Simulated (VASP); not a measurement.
CaO (Lime), 2 atoms in the cell. Symmetry: Fm-3m, No. 225, cubic system. Conventional cell: a = 4.775 Å, b = 4.775 Å, c = 4.775 Å, α = 90.00°, β = 90.00°, γ = 90.00°. Ca (site symmetry m-3m) has 6 O at 2.39 Å as nearest neighbours. O (site symmetry m-3m) is surrounded by 6 Ca at 2.39 Å. 

| Property | Result |
| --- | --- |
| Program | VASP 6.6.1 |
| Task | relaxation of cell and atoms |
| Functional | PBEsol |
| Potentials or basis | VASP PAW PBE potentials, release 64 (Ca_sv, O) |
| Cutoff | 600 eV |
| k mesh | 10 × 10 × 10 |
| Occupations | gaussian, width 0.03 eV |
| Spin | no spin polarisation |
| Further INCAR settings | ALGO = Normal; EDIFF = 1e-07; IBRION = 2; EDIFFG = -0.005; NSW = 90; ISIF = 3 |

Potentials or basis: VASP PAW PBE potentials, release 64 (Ca_sv, O).

Run with:

```console
$ cat potpaw_PBE.64/Ca_sv/POTCAR potpaw_PBE.64/O/POTCAR > POTCAR
$ mpirun -np 1 vasp_std > vasp.out
```

Hardware: 1 thread of Intel(R) Xeon(R) 6975P-C (Granite Rapids), with other jobs on the host.

Q: Estimate the wall time of this run.

A: It took 10 s on 1 thread of Intel(R) Xeon(R) 6975P-C (Granite Rapids), on a shared host, peak memory 0.17 GiB. Counts: scf iterations 14, k points 47, ion steps 1.
